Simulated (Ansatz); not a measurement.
# Computed properties of TaC

```
CELL_PARAMETERS angstrom
0.00000 2.22700 2.22700
2.22700 0.00000 2.22700
2.22700 2.22700 0.00000
ATOMIC_POSITIONS crystal
Ta 0.00000 0.00000 0.00000
C 0.50000 0.50000 0.50000
```

Atoms are numbered in the order listed.

The cell is COD entry 9008731, as deposited and not checked against the literature; nothing was relaxed.

Spin polarisation is left out, and whether a magnetic state lies lower isn't shown here.

Spin–orbit coupling is left out, though it moves levels of the heavy atoms by tenths of an eV or more.

Levels of theory: DFT, PBE, all-electron LAPW, scalar-relativistic (Ansatz 0.2.0); DFT, PBE, PAW with Ansatz's default frozen-core files, scalar-relativistic (Ansatz 0.2.0).

For LAPW: a Γ-centred 13×13×13 k mesh, Fermi–Dirac smearing of 0.08 eV, basis error target 0.25 meV/atom, no spin polarisation. PAW takes a cutoff of 420 eV at this cell. The Ansatz runs share mesh, smearing and spin set-up. Values come from LAPW unless marked.

| Item | Value |
| --- | --- |
| Löwdin charges (with 0.05 e of the cell spilling out of the atomic basis, so their sizes and signs hang on that basis) | Ta1 0.82, C2 -0.77 e |
| Pressure at this cell | 4.78 GPa |
| Bader charges (from the PAW run) | Ta1 +1.91, C2 -1.91 e |
| Volume per atom | 11.04 Å³ |

(1) Predict this quantity. Band gap.

(2) Predict this quantity. Density of states at the Fermi level (0.2 eV bin).

Answers

(1) none: with an odd electron count and no spin polarisation the bands can't all be full, a metal in this set-up (spin order or a larger cell could open a gap).

(2) 0.62 states/eV per cell.
